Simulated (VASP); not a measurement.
Runs of VASP 6.6.1 on MgO. Symmetry: P6_3mc, No. 186, hexagonal system. Conventional cell: a = 3.308 Å, b = 3.308 Å, c = 4.983 Å, α = 90.00°, β = 90.00°, γ = 120.00°. Mg (site symmetry 3m) is surrounded by 4 O at 1.97 to 1.99 Å. O (site symmetry 3m) is surrounded by 4 Mg at 1.97 to 1.99 Å. Measurements of this composition are mostly on another form, of space group No. 225.

```csv
task,level,potentials or basis,cell,k mesh,cutoff (eV),mesh quality,gap on the mesh (eV),pressure (GPa),relaxed volume (Å³/atom)
relaxation of cell and atoms,PBEsol,"VASP PAW PBE potentials, release 64 (Mg, O_s)",relaxed,9 × 9 × 6,480,not flagged,3.37,0.0,11.81
relaxation of cell and atoms,PBE+D3(BJ),"VASP PAW PBE potentials, release 64 (Mg, O)",relaxed,9 × 9 × 6,600,not flagged,3.52,0.0,11.79
single point,PBEsol,"VASP PAW PBE potentials, release 64 (Mg, O)",as given,9 × 9 × 6,520,not flagged,3.34,(c),-
relaxation of cell and atoms,PBEsol,"VASP PAW PBE potentials, release 64 (Mg, O)",relaxed,9 × 9 × 6,580,not flagged,3.37,0.0,(b)
relaxation of cell and atoms,PBE,"VASP PAW PBE potentials, release 64 (Mg, O)",relaxed,9 × 9 × 6,600,not flagged,3.42,0.0,(a)
relaxation of cell and atoms,PBEsol,"VASP PAW PBE potentials, release 64 (Mg, O)",relaxed,3 × 3 × 2,600,coarse,3.29,0.0,11.05
relaxation of cell and atoms,RPBE,"VASP PAW PBE potentials, release 64 (Mg, O)",relaxed,9 × 9 × 6,600,not flagged,3.42,0.0,12.48
relaxation of cell and atoms,LDA,"VASP PAW LDA potentials, release 64 (Mg, O)",relaxed,9 × 9 × 6,600,not flagged,3.56,0.0,10.53
relaxation of cell and atoms,PBEsol,"VASP PAW PBE potentials, release 64 (Mg, O)",relaxed,9 × 9 × 6,600,not flagged,3.37,0.0,11.81
```

Alike in all rows: no spin polarisation; smearing gaussian 0.02 eV.

Q: Fill in the values left out.

A: (a) 12.12; (b) 11.82; (c) 0.1.

Caveats: some runs use coarse meshes; an odd mesh through Γ misses points on the zone boundary, where band edges often lie (some runs); the PAW data sets were made with another functional, which shifts forces and pressure a little (some runs).
